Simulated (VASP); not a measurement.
# Hg: nudged elastic band

Hg, defect, 15 atoms in the cell. PBE, nudged elastic band; PAW potentials Hg (PBE set).

Path: a Hg atom hops into a neighbouring Hg vacancy; Moving images: 3.

## Input

INCAR.step1:
```
SYSTEM = Hg
ALGO     = Normal         ! electronic algorithm
EDIFF    = 1E-6           ! SCF threshold, eV
EDIFFG   = -0.02          ! ionic threshold
ENCUT    = 250            ! plane-wave cutoff, eV
IBRION   = 2              ! ionic algorithm
ISIF     = 2              ! what is computed and relaxed
ISMEAR   = 1              ! smearing method
KPAR     = 6            
LASPH    = .TRUE.         ! aspherical terms in the spheres
LCHARG   = .FALSE.        ! write CHGCAR
LREAL    = .FALSE.        ! projectors in reciprocal space
LWAVE    = .FALSE.        ! write WAVECAR
NELM     = 100            ! most SCF steps
NSW      = 100            ! ionic steps
POTIM    = 0.5            ! step
PREC     = Normal         ! precision mode
SIGMA    = 0.1            ! smearing width, eV
```

INCAR.step3, as INCAR.step1 but for:
```
- EDIFFG = -0.02
- IBRION = 2
- ISIF = 2
- KPAR = 6
- POTIM = 0.5
+ EDIFFG = -0.05
+ IBRION = 1
+ IMAGES = 3
+ KPAR = 2
+ POTIM = 0.3
+ SPRING = -5
```

KPOINTS:
```
k-points
0
Gamma
  4 4 2
```

00/POSCAR:
```
Hg
1.0
    6.9236192768      0.0000000000      0.0000000000
   -3.4618096384      5.9960301798      0.0000000000
    0.0000000000      0.0000000000     10.9750965600
Hg
15
Direct
    0.1666666666      0.3333333334      0.6250000000
    0.1603869988      0.8301934994      0.1250000000
    0.1725076228      0.8362538114      0.6250000000
    0.6698065006      0.3396130012      0.1250000000
    0.6637461886      0.3274923772      0.6250000000
    0.6698065005      0.8301934994      0.1250000000
    0.6637461885      0.8362538114      0.6250000000
    0.3297567486      0.1702432513      0.3651019914
    0.3297567486      0.1702432513      0.8848980086
    0.3297567486      0.6595134973      0.3651019914
    0.3297567486      0.6595134973      0.8848980086
    0.8404865027      0.1702432513      0.3651019914
    0.8404865027      0.1702432513      0.8848980086
    0.8333333333      0.6666666667      0.3810248206
    0.8333333333      0.6666666667      0.8689751794
```

01/POSCAR:
```
Hg
1.0
    6.9236192768      0.0000000000      0.0000000000
   -3.4618096384      5.9960301798      0.0000000000
    0.0000000000      0.0000000000     10.9750965600
Hg
15
Direct
    0.1703385929      0.3296614071      0.6266921553
    0.1656288420      0.8299889771      0.1316411780
    0.1747193100      0.8345342111      0.6266921553
    0.6700110229      0.3343711580      0.1316411780
    0.6654657889      0.3252806900      0.6266921553
    0.6717993198      0.8282006801      0.1276604573
    0.6672540858      0.8327459141      0.6306728760
    0.2926561544      0.2073438455      0.3117176716
    0.3334286726      0.1665713273      0.8865901731
    0.3349985981      0.6593089747      0.3717431602
    0.3319684292      0.6577938902      0.8865901731
    0.8406910253      0.1650014018      0.3717431602
    0.8422061098      0.1680315707      0.8865901731
    0.8353261483      0.6646738517      0.3836852821
    0.8368412328      0.6631587672      0.8746480512
```

02/POSCAR:
```
Hg
1.0
    6.9236192768      0.0000000000      0.0000000000
   -3.4618096384      5.9960301798      0.0000000000
    0.0000000000      0.0000000000     10.9750965600
Hg
15
Direct
    0.1740105192      0.3259894808      0.6283843106
    0.1708706853      0.8297844548      0.1382823561
    0.1769309973      0.8328146108      0.6283843106
    0.6702155452      0.3291293147      0.1382823561
    0.6671853892      0.3230690027      0.6283843106
    0.6737921391      0.8262078608      0.1303209147
    0.6707619831      0.8292380168      0.6363457520
    0.2555555602      0.2444444397      0.2583333517
    0.3371005965      0.1628994034      0.8882823377
    0.3402404476      0.6591044520      0.3783843290
    0.3341801097      0.6560742831      0.8882823377
    0.8408955480      0.1597595523      0.3783843290
    0.8439257169      0.1658198902      0.8882823377
    0.8373189633      0.6626810367      0.3863457436
    0.8403491322      0.6596508678      0.8803209230
```

03/POSCAR:
```
Hg
1.0
    6.9236192768      0.0000000000      0.0000000000
   -3.4618096384      5.9960301798      0.0000000000
    0.0000000000      0.0000000000     10.9750965600
Hg
15
Direct
    0.1776824455      0.3223175545      0.6300764659
    0.1761125285      0.8295799325      0.1449235341
    0.1791426845      0.8310950105      0.6300764659
    0.6704200675      0.3238874715      0.1449235341
    0.6689049895      0.3208573155      0.6300764659
    0.6757849584      0.8242150415      0.1329813720
    0.6742698804      0.8257301195      0.6420186280
    0.2184549660      0.2815450339      0.2049490319
    0.3407725205      0.1592274794      0.8899745022
    0.3454822971      0.6588999293      0.3850254978
    0.3363917903      0.6543546759      0.8899745022
    0.8411000707      0.1545177028      0.3850254978
    0.8456453241      0.1636082096      0.8899745022
    0.8393117783      0.6606882217      0.3890062051
    0.8438570317      0.6561429683      0.8859937949
```

04/POSCAR:
```
Hg
1.0
    6.9236192768      0.0000000000      0.0000000000
   -3.4618096384      5.9960301798      0.0000000000
    0.0000000000      0.0000000000     10.9750965600
Hg
15
Direct
    0.1813543717      0.3186456283      0.6317686212
    0.1813543717      0.8293754103      0.1515647121
    0.1813543717      0.8293754103      0.6317686212
    0.6706245897      0.3186456283      0.1515647121
    0.6706245897      0.3186456283      0.6317686212
    0.6777777777      0.8222222222      0.1356418294
    0.6777777777      0.8222222222      0.6476915040
    0.1813543717      0.3186456282      0.1515647121
    0.3444444444      0.1555555555      0.8916666667
    0.3507241465      0.6586954067      0.3916666667
    0.3386034708      0.6526350688      0.8916666667
    0.8413045933      0.1492758534      0.3916666667
    0.8473649312      0.1613965291      0.8916666667
    0.8413045933      0.6586954067      0.3916666667
    0.8473649312      0.6526350688      0.8916666667
```

POSCAR.step1:
```
Hg
1.0
    6.9236192768      0.0000000000      0.0000000000
   -3.4618096384      5.9960301798      0.0000000000
    0.0000000000      0.0000000000     10.9750965600
Hg
15
Direct
    0.1666666666      0.3333333334      0.6250000000
    0.1666666666      0.8333333333      0.1250000000
    0.1666666666      0.8333333333      0.6250000000
    0.6666666667      0.3333333334      0.1250000000
    0.6666666667      0.3333333334      0.6250000000
    0.6666666666      0.8333333333      0.1250000000
    0.6666666666      0.8333333333      0.6250000000
    0.3333333333      0.1666666666      0.3750000000
    0.3333333333      0.1666666666      0.8750000000
    0.3333333333      0.6666666667      0.3750000000
    0.3333333333      0.6666666667      0.8750000000
    0.8333333333      0.1666666666      0.3750000000
    0.8333333333      0.1666666666      0.8750000000
    0.8333333333      0.6666666667      0.3750000000
    0.8333333333      0.6666666667      0.8750000000
```

POSCAR.step2:
```
Hg
1.0
    6.9236192768      0.0000000000      0.0000000000
   -3.4618096384      5.9960301798      0.0000000000
    0.0000000000      0.0000000000     10.9750965600
Hg
15
Direct
    0.1666666666      0.3333333334      0.6250000000
    0.1666666666      0.8333333333      0.1250000000
    0.1666666666      0.8333333333      0.6250000000
    0.6666666667      0.3333333334      0.1250000000
    0.6666666667      0.3333333334      0.6250000000
    0.6666666666      0.8333333333      0.1250000000
    0.6666666666      0.8333333333      0.6250000000
    0.1666666666      0.3333333333      0.1250000000
    0.3333333333      0.1666666666      0.8750000000
    0.3333333333      0.6666666667      0.3750000000
    0.3333333333      0.6666666667      0.8750000000
    0.8333333333      0.1666666666      0.3750000000
    0.8333333333      0.1666666666      0.8750000000
    0.8333333333      0.6666666667      0.3750000000
    0.8333333333      0.6666666667      0.8750000000
```

Commands (each step's output is kept before the next begins):
```
cat potpaw_PBE.64/Hg/POTCAR > POTCAR
cp INCAR.step1 INCAR
cp POSCAR.step1 POSCAR
mpirun -np 6 vasp_std > vasp.out
cp POSCAR.step2 POSCAR
mpirun -np 6 vasp_std > vasp.out
# 00 and 04 hold the relaxed ends, the second shifted as a whole so that the mean position stays; the images between are interpolated (pair-distance (IDPP))
cp INCAR.step3 INCAR
mpirun -np 6 vasp_std > vasp.out
```

## Result

- Barrier (eV): 0.071
- Barrier of the reverse step (eV): 0.071
- Energy of the second end over the first (eV): 0.000
- Top of the path (share of its length): 0.50
- Length of the path (Å): 3.25
- Steps of the band: 8
- Ionic steps, all stages: 36
- Electronic steps, all stages: 336

Energy along the relaxed band:

| Image | Distance along the path (Å) | Energy above the first end (eV) | Slope along the path (eV/Å) | Largest force across the path (eV/Å) |
|---|---|---|---|---|
| 0 | 0.000 | 0.000 | relaxed end |  |
| 1 | 0.813 | 0.033 | 0.064 | 0.034 |
| 2 | 1.625 | 0.071 | 0.000 | 0.050 |
| 3 | 2.436 | 0.032 | -0.067 | 0.036 |
| 4 | 3.249 | -0.000 | relaxed end |  |

The cell is Hg (16 atoms) with one Hg atom missing.

The two ends have the same energy within 0.01 eV.

Limits: the cell holds 15 atoms, so the vacancy or interstitial meets its own images and the barrier isn't that of a lone defect; the atom stays on the straight, symmetric line between the sites, so the barrier is an upper bound: a way around it wasn't tried.

VASP 6.6.1 took 517 s on 6 cores (Intel Xeon 6975P-C (Granite Rapids)), a shared host.
